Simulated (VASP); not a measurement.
As, 2 atoms in the cell. The cell holds a slab with vacuum, 2 atoms: a = 3.571 Å, b = 3.571 Å, c = 28.000 Å, α = 90.00°, β = 90.00°, γ = 120.00°. The cell was built by a generator and needn't be a form met in nature.

| Property | Result |
| --- | --- |
| Program | VASP 6.6.1 |
| Task | single point |
| Functional | PBE |
| Dispersion | D3(BJ) |
| Potentials or basis | VASP PAW PBE potentials, release 64 (As) |
| Cutoff | 520 eV |
| k mesh | 9 × 9 × 1 |
| Occupations | gaussian, width 0.02 eV |
| Spin | no spin polarisation |
| Dipole correction | yes |
| Further INCAR settings | ALGO = Normal; EDIFF = 1e-07; NBANDS = 12 |

Potentials or basis: VASP PAW PBE potentials, release 64 (As).

The run is started by

```bash
$ cat potpaw_PBE.64/As/POTCAR > POTCAR
$ mpirun -np 1 vasp_std > vasp.out
```

Hardware: 1 thread of AMD EPYC 7571, on a shared host.

Question: Estimate the wall time of this run.

Answer: It took 2.3 min on 1 thread of AMD EPYC 7571 (shared host), peak memory 0.36 GiB. Counts: scf iterations 20, k points 12.
